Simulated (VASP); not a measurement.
# N2 in VASP: settings compared

The runs below take N2 through relaxation of the atoms, single point, with PBEsol, r2SCAN, HSE06.

Everything below comes from runs of VASP 6.6.1. Logs are shortened: lines on timing, memory, paths and dates and some standing lists are left out, and cuts for length are marked.

### Step 1. The molecule as given

The cell holds a molecule in a box, 2 atoms: a = 9.000 Å, b = 9.600 Å, c = 10.200 Å, α = 90.00°, β = 90.00°, γ = 90.00°.

### Step 2. Relaxation of the atoms, PBEsol

Input file INCAR:

```
  PREC = Accurate
  ENCUT = 520
  EDIFF = 1E-6
  ISMEAR = 0
  SIGMA = 0.01
  LREAL = False
  LASPH = True
  NELM = 60
  ALGO = Normal
  ISIF = 2
  LWAVE = False
  LCHARG = False
  GGA = PS
  IBRION = 2
  NSW = 40
  EDIFFG = -0.02
```

Input file KPOINTS:

```
Automatic mesh
0
Gamma
  1 1 1
```

Input file POSCAR:

```
N                                       
1.0
    9.0000000000      0.0000000000      0.0000000000
    0.0000000000      9.6000000000      0.0000000000
    0.0000000000      0.0000000000     10.2000000000
  N             
     2
Direct
     0.5000000000000000    0.5000000000000000    0.5545716211572659
     0.5000000000000000    0.5000000000000000    0.4454283788427342
```

Potentials or basis: VASP PAW PBE potentials, release 64 (N).

The run is started by

```bash
> cat potpaw_PBE.64/N/POTCAR > POTCAR
> mpirun -np 1 vasp_gam > vasp.out
```

OUTCAR:

```text
PREC = Accurate
   ENCUT = 520
   EDIFF = 1E-6
   ISMEAR = 0
   LREAL = False
   LASPH = True
   NELM = 60
   ISIF = 2
   GGA = PS
   IBRION = 2
   NSW = 40
   EDIFFG = -0.02

 ion  position               nearest neighbor table
   1  0.500  0.500  0.555-   2 1.11
   2  0.500  0.500  0.445-   1 1.11

  LATTYP: Found a simple orthorhombic cell.
 ALAT       =     9.0000000000
 B/A-ratio  =     1.0666666667
 C/A-ratio  =     1.1333333333

  Lattice vectors:

 A1 = (   9.0000000000,   0.0000000000,   0.0000000000)
 A2 = (   0.0000000000,   9.6000000000,   0.0000000000)
 A3 = (   0.0000000000,   0.0000000000,  10.2000000000)

Analysis of symmetry for initial positions (statically):
=====================================================================
 Subroutine PRICEL returns:
 Original cell was already a primitive cell.

 Routine SETGRP: Setting up the symmetry group for a
 simple orthorhombic supercell.

 Subroutine GETGRP returns: Found  8 space group operations
 (whereof  8 operations were pure point group operations)
 out of a pool of  8 trial point group operations.

The static configuration has the point symmetry D_2h.

Analysis of symmetry for dynamics (positions and initial velocities):
=====================================================================
 Subroutine PRICEL returns:
 Original cell was already a primitive cell.

 Routine SETGRP: Setting up the symmetry group for a
 simple orthorhombic supercell.

 Subroutine GETGRP returns: Found  8 space group operations
 (whereof  8 operations were pure point group operations)
 out of a pool of  8 trial point group operations.

The dynamic configuration has the point symmetry D_2h.

 Subroutine INISYM returns: Found  8 space group operations
 (whereof  8 operations are pure point group operations),
 and found     1 'primitive' translations

----------------------------------------------------------------------------------------

                                     Primitive cell

  volume of cell :     881.2800

  direct lattice vectors                    reciprocal lattice vectors
     9.000000000  0.000000000  0.000000000     0.111111111  0.000000000  0.000000000
     0.000000000  9.600000000  0.000000000     0.000000000  0.104166667  0.000000000
     0.000000000  0.000000000 10.200000000     0.000000000  0.000000000  0.098039216

  length of vectors
     9.000000000  9.600000000 10.200000000     0.111111111  0.104166667  0.098039216

  position of ions in fractional coordinates (direct lattice)
     0.500000000  0.500000000  0.554571621
     0.500000000  0.500000000  0.445428379

  ion indices of the primitive-cell ions
   primitive index   ion index
                 1           1
                 2           2

----------------------------------------------------------------------------------------

 KPOINTS: Automatic mesh

Automatic generation of k-mesh.
 Grid dimensions read from file:
 generate k-points for:    1    1    1

 Generating k-lattice:

  Cartesian coordinates                     Fractional coordinates (reciprocal lattice)
     0.111111111  0.000000000  0.000000000     1.000000000  0.000000000  0.000000000
     0.000000000  0.104166667  0.000000000     0.000000000  1.000000000  0.000000000
     0.000000000  0.000000000  0.098039216     0.000000000  0.000000000  1.000000000

  Length of vectors
     0.111111111  0.104166667  0.098039216

  Shift w.r.t. Gamma in fractional coordinates (k-lattice)
     0.000000000  0.000000000  0.000000000

 Subroutine IBZKPT returns following result:
 ===========================================

 Found      1 irreducible k-points:

 Following reciprocal coordinates:
            Coordinates               Weight
  0.000000  0.000000  0.000000      1.000000
   k-points           NKPTS =      1   k-points in BZ     NKDIM =      1   number of bands    NBANDS=      9
   number of dos      NEDOS =    301   number of ions     NIONS =      2
   total plane-waves  NPLWV = 403200
   dimension x,y,z NGX =    70 NGY =   72 NGZ =   80
   dimension x,y,z NGXF=   140 NGYF=  144 NGZF=  160
   ions per type =               2
   NGX,Y,Z   is equivalent  to a cutoff of  12.93, 12.47, 13.04 a.u.
   NGXF,Y,Z  is equivalent  to a cutoff of  25.86, 24.94, 26.08 a.u.
 SYSTEM =  unknown system
   PREC   = accura    normal or accurate (medium, high low for compatibility)
   ISTART =      0    job   : 0-new  1-cont  2-samecut
   ICHARG =      2    charge: 1-file 2-atom 10-const
   ISPIN  =      1    spin polarized calculation?
   LNONCOLLINEAR =      F non collinear calculations
   LSORBIT =      F    spin-orbit coupling
   LASPH  =      T    aspherical Exc in radial PAW
   ENCUT  =  520.0 eV  38.22 Ry    6.18 a.u.  16.73 17.85 18.97*2*pi/ulx,y,z
   NELM   =     60;   NELMIN=  2; NELMDL= -5     # of ELM steps
   EDIFF  = 0.1E-05   stopping-criterion for ELM
   LREAL  =      F    real-space projection
   EDIFFG = -.2E-01   stopping-criterion for IOM
   NSW    =     40    number of steps for IOM
   IBRION =      2    ionic relax: 0-MD 1-quasi-New 2-CG
   NFREE  =      1    steps in history (QN), initial steepest desc. (CG)
   ISIF   =      2    stress and relaxation
   ISYM   =      2    0-nonsym 1-usesym 2-fastsym
   POTIM  = 0.5000    time-step for ionic-motion
   TEBEG  =    0.0;   TEEND  =   0.0 temperature during run
   PSTRESS=    0.0 pullay stress
   NELECT =      10.0000    total number of electrons
   NUPDOWN=      -1.0000    fix difference up-down
   EMIN   =  10.00;   EMAX   =-10.00  energy-range for DOS
   EFERMI =   0.00;   METHOD = LEGACY
   ISMEAR =     0;   SIGMA  =   0.01  broadening in eV -4-tet -1-fermi 0-gaus
   EFERMI_NEDOS =   21; number of points for ismear=-14 and -15
   IALGO  =     38    algorithm
   IMIX   =      4    mixing-type and parameters
     AMIX     =   0.40;   BMIX     =  1.00
     AMIX_MAG =   1.60;   BMIX_MAG =  1.00
  volume/ion in A,a.u.               =     440.64      2973.59
  Fermi-wavevector in a.u.,A,eV,Ry     =   0.367878  0.695188  1.841331  0.135334
  Thomas-Fermi vector in A             =   1.293319
   LORBIT       =      0    0 simple, 1 ext, 2 COOP (PROOUT), +10 PAW based schemes
   GGA     = PS    functional components
   LHFCALC =     F    Hartree Fock is set to
   AEXX    =    0.0000 exact exchange contribution
   IVDW    =     0    specifies the selected vdW correction
   LEPSILON=     F    determine dielectric tensor
   LRPA    =     F    only Hartree local field effects (RPA)
 conjugate gradient relaxation of ions
 non-spin polarized calculation
 Gauss-broadening in eV      SIGMA  =   0.01
  energy-cutoff  :      520.00
  volume of cell :      881.28
 maximum number of plane-waves:     11856
 NGX is ok and might be reduce to    70
   NGX = 33   NGY = 35   NGZ = 37

--------------------------------------- Ionic step        1  -------------------------------------------

 number of electron       9.9999999 magnetization

 number of electron      10.0000000 magnetization

 Free energy of the ion-electron system (eV)
  ---------------------------------------------------
  ext. energy  EPLUGINS =         0.00000000
  ---------------------------------------------------
  free energy    TOTEN  =       -17.06107908 eV

  energy without entropy =      -17.06107908  energy(sigma->0) =      -17.06107908

------------------------ aborting loop because EDIFF is reached ----------------------------------------

  FORCE on cell =-STRESS in cart. coord.  units (eV):
  Direction    XX          YY          ZZ          XY          YZ          ZX
  --------------------------------------------------------------------------------------
  -------------------------------------------------------------------------------------
  Total       -0.0510940     -0.0522987     -0.3496317     -0.0000000      0.0000000      0.0000000
  in kB       -0.0928895     -0.0950797     -0.6356344     -0.0000000      0.0000000      0.0000000
  external PRESSURE =      -0.2745345 kB  Pullay stress =       0.0000000 kB

 VOLUME and BASIS-vectors are now :
 -----------------------------------------------------------------------------
  energy-cutoff  :      520.00
  volume of cell :      881.28
      direct lattice vectors                 reciprocal lattice vectors
     9.000000000  0.000000000  0.000000000     0.111111111  0.000000000  0.000000000
     0.000000000  9.600000000  0.000000000     0.000000000  0.104166667  0.000000000
     0.000000000  0.000000000 10.200000000     0.000000000  0.000000000  0.098039216
[... 37 lines left out ...]
 POSITION                                       TOTAL-FORCE (eV/Angst)
 -----------------------------------------------------------------------------------
      4.50000      4.80000      5.64487         0.000000      0.000000      3.645626
      4.50000      4.80000      4.55513         0.000000      0.000000     -3.645626
 -----------------------------------------------------------------------------------
    total drift:                                0.000000      0.000000      0.000000

  FREE ENERGIE OF THE ION-ELECTRON SYSTEM (eV)
  ---------------------------------------------------
  free  energy   TOTEN  =       -17.0224337409 eV

  energy  without entropy=      -17.0224337409  energy(sigma->0) =      -17.02243374

--------------------------------------- Ionic step        3  -------------------------------------------

 number of electron       9.9999999 magnetization

 Free energy of the ion-electron system (eV)
  ---------------------------------------------------
  ext. energy  EPLUGINS =         0.00000000
  ---------------------------------------------------
  free energy    TOTEN  =       -17.06127524 eV

  energy without entropy =      -17.06127524  energy(sigma->0) =      -17.06127524

 E-fermi :  -9.9360     XC(G=0):  -0.6649

 val. band max:       -9.9877188302   @ k =   0.0000   0.0000   0.0000
 cond. band min:      -1.9414838517   @ k =   0.0000   0.0000   0.0000
 fundamental gap:      8.0462349785
 Fermi energy:        -9.9360003952

 k-point     1 :       0.0000    0.0000    0.0000
  band No.  band energies     occupation
      1     -27.9952      2.00000
      2     -13.2818      2.00000
      3     -11.4055      2.00000
      4     -11.4055      2.00000
      5      -9.9877      2.00000
      6      -1.9415      0.00000
      7      -1.9411      0.00000
      8      -0.1681      0.00000
      9       1.1717      0.00000

------------------------ aborting loop because EDIFF is reached ----------------------------------------

  FORCE on cell =-STRESS in cart. coord.  units (eV):
  Direction    XX          YY          ZZ          XY          YZ          ZX
  --------------------------------------------------------------------------------------
  -------------------------------------------------------------------------------------
  Total       -0.0519740     -0.0531974     -0.0791439      0.0000000      0.0000000      0.0000000
  in kB       -0.0944893     -0.0967135     -0.1438846      0.0000000      0.0000000      0.0000000
  external PRESSURE =      -0.1116958 kB  Pullay stress =       0.0000000 kB
[... 10 lines left out ...]
 POSITION                                       TOTAL-FORCE (eV/Angst)
 -----------------------------------------------------------------------------------
      4.50000      4.80000      5.65583         0.000000      0.000000      0.000520
      4.50000      4.80000      4.54417         0.000000      0.000000     -0.000520
 -----------------------------------------------------------------------------------
    total drift:                                0.000000      0.000000      0.000000

  FREE ENERGIE OF THE ION-ELECTRON SYSTEM (eV)
  ---------------------------------------------------
  free  energy   TOTEN  =       -17.0612752423 eV

  energy  without entropy=      -17.0612752423  energy(sigma->0) =      -17.06127524

 reached required accuracy - stopping structural energy minimisation
```

It took 73 s on 1 thread of Intel Xeon Platinum 8488C (Sapphire Rapids), shared host; peak memory 0.77 GiB.

Results:

| Property | Result |
| --- | --- |
| Free energy | -17.0613 eV |
| Energy gained by relaxing | 0.1 meV/atom |
| Ionic steps | 3 |
| Gap between the frontier levels | 8.05 eV |

Step by step:
```csv
step,energy change (eV),largest force (eV/Å),pressure (GPa)
1,0.0000,0.2437,-0.03
2,0.0386,3.6456,0.23
3,-0.0002,0.0005,-0.01
```

Final structure:
```yaml
crystal:
  lattice:
    - [9.00000, 0.00000, 0.00000]
    - [0.00000, 9.60000, 0.00000]
    - [0.00000, 0.00000, 10.20000]
  atoms:
    - { symbol: N, position: [0.50000, 0.50000, 0.55449] }
    - { symbol: N, position: [0.50000, 0.50000, 0.44551] }
```

Caveat: the standard files for N, O and F lose accuracy on very short bonds; the PAW data sets were made with another functional, which shifts forces and pressure a little.

(Part 1 of 2 ends here.)
